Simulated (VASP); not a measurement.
# PbSe (Fm-3m) in VASP: further runs

The runs below take PbSe through single point, with r2SCAN+rVV10.

All numbers are computed with VASP 6.6.1; they aren't measurements. Logs are shortened: lines on timing, memory, paths and dates and some standing lists are left out, and cuts for length are marked.

**Experimental background.**

From a printed reference work, monograph, for a bulk crystal of PbSe at 300 K: band gap 0.28 eV (direct).

How close the calculation comes is told below.

### 1 The cell of the first run

The structure is cubic, space group Fm-3m (No. 225). The conventional cell has a = 6.121 Å, b = 6.121 Å, c = 6.121 Å, α = 90.00°, β = 90.00°, γ = 90.00°. Within 4.0 Å of Pb (site symmetry m-3m) lie 6 Se at 3.06 Å. Se (site symmetry m-3m) has 6 Pb at 3.06 Å within 4.0 Å.

### 2 Single point, r2SCAN+rVV10

File POSCAR:

```
PbSe
1.0
    0.0000000000      3.0606500000      3.0606500000
    3.0606500000      0.0000000000      3.0606500000
    3.0606500000      3.0606500000      0.0000000000
Pb Se
1 1
Direct
    0.0000000000      0.0000000000      0.0000000000
    0.5000000000      0.5000000000      0.5000000000
```

File INCAR.step1:

```
PREC = Accurate
ENCUT = 550
ISMEAR = 0
SIGMA = 0.1
LREAL = False
LASPH = True
NELM = 120
NBANDS = 17
GGA = PE
ALGO = Normal
EDIFF = 1E-5
LWAVE = True
LCHARG = False
GGA_COMPAT = False
```

File INCAR.step2:

```
PREC = Accurate
ENCUT = 550
EDIFF = 1E-6
ISMEAR = 0
SIGMA = 0.1
LREAL = False
LASPH = True
NELM = 120
ALGO = Normal
ISIF = 2
LWAVE = False
LCHARG = True
METAGGA = R2SCAN
LMIXTAU = True
LUSE_VDW = True
IVDW_NL = 2
BPARAM = 11.95
CPARAM = 0.0093
LELF = True
LVHAR = True
NBANDS = 17
ISTART = 1
GGA_COMPAT = False
```

File KPOINTS:

```
regular mesh
0
Gamma
  6 6 6
```

Potentials or basis: VASP PAW PBE potentials, release 64 (Pb_d, Se).

Command:

```
cat potpaw_PBE.64/Pb_d/POTCAR potpaw_PBE.64/Se/POTCAR > POTCAR
cp INCAR.step1 INCAR
mpirun -np 1 vasp_std > vasp.out
cp INCAR.step2 INCAR
mpirun -np 1 vasp_std > vasp.out
```

OUTCAR:

```text
PREC = Accurate
   ENCUT = 550
   EDIFF = 1E-6
   ISMEAR = 0
   LREAL = False
   LASPH = True
   NELM = 120
   ISIF = 2
   METAGGA = R2SCAN
   IVDW_NL = 2
   BPARAM = 11.95
   ISTART = 1

 ion  position               nearest neighbor table
   1  0.000  0.000  0.000-   2 3.06   2 3.06   2 3.06   2 3.06   2 3.06   2 3.06
   2  0.500  0.500  0.500-   1 3.06   1 3.06   1 3.06   1 3.06   1 3.06   1 3.06

  LATTYP: Found a face centered cubic cell.
 ALAT       =     6.1213000000

  Lattice vectors:

 A1 = (   0.0000000000,   3.0606500000,   3.0606500000)
 A2 = (   3.0606500000,   0.0000000000,   3.0606500000)
 A3 = (   3.0606500000,   3.0606500000,   0.0000000000)

Analysis of symmetry for initial positions (statically):
=====================================================================
 Subroutine PRICEL returns:
 Original cell was already a primitive cell.

 Routine SETGRP: Setting up the symmetry group for a
 face centered cubic supercell.

 Subroutine GETGRP returns: Found 48 space group operations
 (whereof 48 operations were pure point group operations)
 out of a pool of 48 trial point group operations.

The static configuration has the point symmetry O_h .

Analysis of symmetry for dynamics (positions and initial velocities):
=====================================================================
 Subroutine PRICEL returns:
 Original cell was already a primitive cell.

 Routine SETGRP: Setting up the symmetry group for a
 face centered cubic supercell.

 Subroutine GETGRP returns: Found 48 space group operations
 (whereof 48 operations were pure point group operations)
 out of a pool of 48 trial point group operations.

The dynamic configuration has the point symmetry O_h .

 Subroutine INISYM returns: Found 48 space group operations
 (whereof 48 operations are pure point group operations),
 and found     1 'primitive' translations

----------------------------------------------------------------------------------------

                                     Primitive cell

  volume of cell :      57.3418

  direct lattice vectors                    reciprocal lattice vectors
     0.000000000  3.060650000  3.060650000    -0.163363991  0.163363991  0.163363991
     3.060650000  0.000000000  3.060650000     0.163363991 -0.163363991  0.163363991
     3.060650000  3.060650000  0.000000000     0.163363991  0.163363991 -0.163363991

  length of vectors
     4.328412740  4.328412740  4.328412740     0.282954733  0.282954733  0.282954733

  position of ions in fractional coordinates (direct lattice)
     0.000000000  0.000000000  0.000000000
     0.500000000  0.500000000  0.500000000

  ion indices of the primitive-cell ions
   primitive index   ion index
                 1           1
                 2           2

----------------------------------------------------------------------------------------

 KPOINTS: regular mesh

Automatic generation of k-mesh.
 Grid dimensions read from file:
 generate k-points for:    6    6    6

 Generating k-lattice:

  Cartesian coordinates                     Fractional coordinates (reciprocal lattice)
    -0.027227332  0.027227332  0.027227332     0.166666667  0.000000000  0.000000000
     0.027227332 -0.027227332  0.027227332     0.000000000  0.166666667  0.000000000
     0.027227332  0.027227332 -0.027227332     0.000000000  0.000000000  0.166666667

  Length of vectors
     0.047159122  0.047159122  0.047159122

  Shift w.r.t. Gamma in fractional coordinates (k-lattice)
     0.000000000  0.000000000  0.000000000

 Subroutine IBZKPT returns following result:
 ===========================================

 Found     16 irreducible k-points:

 Following reciprocal coordinates:
            Coordinates               Weight
  0.000000  0.000000  0.000000      1.000000
  0.166667  0.000000  0.000000      8.000000
  0.333333  0.000000  0.000000      8.000000
  0.500000  0.000000  0.000000      4.000000
  0.166667  0.166667  0.000000      6.000000
  0.333333  0.166667  0.000000     24.000000
[... 8 lines left out ...]
 -0.333333  0.333333  0.166667     24.000000
 -0.333333  0.500000  0.166667     12.000000
   k-points           NKPTS =     16   k-points in BZ     NKDIM =     16   number of bands    NBANDS=     17
   number of dos      NEDOS =    301   number of ions     NIONS =      2
   total plane-waves  NPLWV =  46656
   dimension x,y,z NGX =    36 NGY =   36 NGZ =   36
   dimension x,y,z NGXF=    72 NGYF=   72 NGZF=   72
   ions per type =               1   1
   NGX,Y,Z   is equivalent  to a cutoff of  13.83, 13.83, 13.83 a.u.
   NGXF,Y,Z  is equivalent  to a cutoff of  27.65, 27.65, 27.65 a.u.
 SYSTEM =  unknown system
   PREC   = accura    normal or accurate (medium, high low for compatibility)
   ISTART =      1    job   : 0-new  1-cont  2-samecut
   ICHARG =      0    charge: 1-file 2-atom 10-const
   ISPIN  =      1    spin polarized calculation?
   LNONCOLLINEAR =      F non collinear calculations
   LSORBIT =      F    spin-orbit coupling
   LASPH  =      T    aspherical Exc in radial PAW
   ENCUT  =  550.0 eV  40.42 Ry    6.36 a.u.   8.28  8.28  8.28*2*pi/ulx,y,z
   NELM   =    120;   NELMIN=  2; NELMDL=  0     # of ELM steps
   EDIFF  = 0.1E-05   stopping-criterion for ELM
   LREAL  =      F    real-space projection
   EDIFFG = 0.1E-04   stopping-criterion for IOM
   NSW    =      0    number of steps for IOM
   IBRION =     -1    ionic relax: 0-MD 1-quasi-New 2-CG
   NFREE  =      0    steps in history (QN), initial steepest desc. (CG)
   ISIF   =      2    stress and relaxation
   ISYM   =      2    0-nonsym 1-usesym 2-fastsym
   POTIM  = 0.5000    time-step for ionic-motion
   TEBEG  =    0.0;   TEEND  =   0.0 temperature during run
   PSTRESS=    0.0 pullay stress
   NELECT =      20.0000    total number of electrons
   NUPDOWN=      -1.0000    fix difference up-down
   EMIN   =  10.00;   EMAX   =-10.00  energy-range for DOS
   EFERMI =   0.00;   METHOD = LEGACY
   ISMEAR =     0;   SIGMA  =   0.10  broadening in eV -4-tet -1-fermi 0-gaus
   EFERMI_NEDOS =   21; number of points for ismear=-14 and -15
   IALGO  =     38    algorithm
   IMIX   =      4    mixing-type and parameters
     AMIX     =   0.40;   BMIX     =  1.00
     AMIX_MAG =   1.60;   BMIX_MAG =  1.00
  volume/ion in A,a.u.               =      28.67       193.48
  Fermi-wavevector in a.u.,A,eV,Ry     =   1.152377  2.177676 18.068159  1.327972
  Thomas-Fermi vector in A             =   2.289028
   LORBIT       =      0    0 simple, 1 ext, 2 COOP (PROOUT), +10 PAW based schemes
   METAGGA = R2SCAN    functional components
   LHFCALC =     F    Hartree Fock is set to
   AEXX    =    0.0000 exact exchange contribution
   IVDW_NL    =     2    kernel type
   BPARAM     =11.9500
   IVDW    =     0    specifies the selected vdW correction
   LEPSILON=     F    determine dielectric tensor
   LRPA    =     F    only Hartree local field effects (RPA)
 non-spin polarized calculation
 Gauss-broadening in eV      SIGMA  =   0.10
  energy-cutoff  :      550.00
  volume of cell :       57.34
 maximum number of plane-waves:      1694
 NGX is ok and might be reduce to    36
   NGX = 17   NGY = 17   NGZ = 17

 number of electron      20.0000001 magnetization

 Free energy of the ion-electron system (eV)
  ---------------------------------------------------
  ext. energy  EPLUGINS =         0.00000000
  ---------------------------------------------------
  free energy    TOTEN  =       -71.41451428 eV

  energy without entropy =      -71.41451280  energy(sigma->0) =      -71.41451354

 E-fermi :   5.1768     XC(G=0): -10.1206

 val. band max:        4.9074595213   @ k =   0.5000   0.0000   0.0000
 cond. band min:       5.4461416803   @ k =   0.5000   0.0000   0.0000
 fundamental gap:      0.5386821589
 Fermi energy:         5.1768003829

 k-point     1 :       0.0000    0.0000    0.0000
  band No.  band energies     occupation
      1     -12.5304      2.00000
      2     -12.5304      2.00000
      3     -12.5304      2.00000
      4     -12.5281      2.00000
      5     -12.5281      2.00000
      6      -9.2551      2.00000
[... 9 lines left out ...]
     16      11.8173      0.00000
     17      13.4356      0.00000

 k-point     2 :       0.1667    0.0000    0.0000
  band No.  band energies     occupation
      1     -12.5353      2.00000
      2     -12.5353      2.00000
      3     -12.5295      2.00000
      4     -12.5217      2.00000
      5     -12.5217      2.00000
      6      -9.0400      2.00000
[... 9 lines left out ...]
     16      12.4168      0.00000
     17      15.2797      0.00000

 k-point     3 :       0.3333    0.0000    0.0000
  band No.  band energies     occupation
      1     -12.5486      2.00000
      2     -12.5486      2.00000
      3     -12.5281      2.00000
      4     -12.5051      2.00000
      5     -12.5051      2.00000
      6      -8.5072      2.00000
[... 9 lines left out ...]
     16      13.9241      0.00000
     17      17.2685      0.00000

 k-point     4 :       0.5000    0.0000    0.0000
  band No.  band energies     occupation
      1     -12.5553      2.00000
      2     -12.5553      2.00000
      3     -12.5276      2.00000
      4     -12.4968      2.00000
      5     -12.4968      2.00000
      6      -8.1508      2.00000
[... 9 lines left out ...]
     16      15.5623      0.00000
     17      15.5623      0.00000
[... 183 lines left out ...]
      1     -12.6014      2.00000
      2     -12.5323      2.00000
      3     -12.5307      2.00000
      4     -12.5023      2.00000
      5     -12.4976      2.00000
      6      -8.0893      2.00000
[... 9 lines left out ...]
     16      15.6661      0.00000
     17      16.0940      0.00000

 k-point    15 :      -0.3333    0.3333    0.1667
  band No.  band energies     occupation
      1     -12.6118      2.00000
      2     -12.5364      2.00000
      3     -12.5175      2.00000
      4     -12.5141      2.00000
      5     -12.4909      2.00000
      6      -7.8347      2.00000
[... 9 lines left out ...]
     16      16.8162      0.00000
     17      16.9875      0.00000

 k-point    16 :      -0.3333    0.5000    0.1667
  band No.  band energies     occupation
      1     -12.6429      2.00000
      2     -12.5334      2.00000
      3     -12.5234      2.00000
      4     -12.5018      2.00000
      5     -12.4853      2.00000
      6      -7.7285      2.00000
[... 9 lines left out ...]
     16      17.2063      0.00000
     17      18.0796      0.00000

------------------------ aborting loop because EDIFF is reached ----------------------------------------

  FORCE on cell =-STRESS in cart. coord.  units (eV):
  Direction    XX          YY          ZZ          XY          YZ          ZX
  --------------------------------------------------------------------------------------
  -------------------------------------------------------------------------------------
  Total        0.2451934      0.2451934      0.2451934      0.0000000      0.0000000      0.0000000
  in kB        6.8509119      6.8509119      6.8509119      0.0000000      0.0000000      0.0000000
  external PRESSURE =       6.8509119 kB  Pullay stress =       0.0000000 kB

 VOLUME and BASIS-vectors are now :
 -----------------------------------------------------------------------------
  energy-cutoff  :      550.00
  volume of cell :       57.34
      direct lattice vectors                 reciprocal lattice vectors
     0.000000000  3.060650000  3.060650000    -0.163363991  0.163363991  0.163363991
     3.060650000  0.000000000  3.060650000     0.163363991 -0.163363991  0.163363991
     3.060650000  3.060650000  0.000000000     0.163363991  0.163363991 -0.163363991

 POSITION                                       TOTAL-FORCE (eV/Angst)
 -----------------------------------------------------------------------------------
      0.00000      0.00000      0.00000        -0.000000      0.000000     -0.000000
      3.06065      3.06065      3.06065         0.000000      0.000000      0.000000
 -----------------------------------------------------------------------------------
    total drift:                               -0.000000      0.000000      0.000000

  FREE ENERGIE OF THE ION-ELECTRON SYSTEM (eV)
  ---------------------------------------------------
  free  energy   TOTEN  =       -71.4145142757 eV

  energy  without entropy=      -71.4145127984  energy(sigma->0) =      -71.41451354
```

Wall time 80 s (1 thread of Intel Xeon 6975P-C (Granite Rapids), shared host); peak memory 0.39 GiB.

Results:

```yaml
Free_energy: -71.4145 eV
Pressure: 0.7 GPa
Band_gap_on_the_k_mesh: 0.54 eV
```

Caveat: the PAW data sets were made with another functional, which shifts forces and pressure a little; spin-orbit coupling is left out, which moves the levels of the heavy elements.

(Continued in part 2 of 2.)
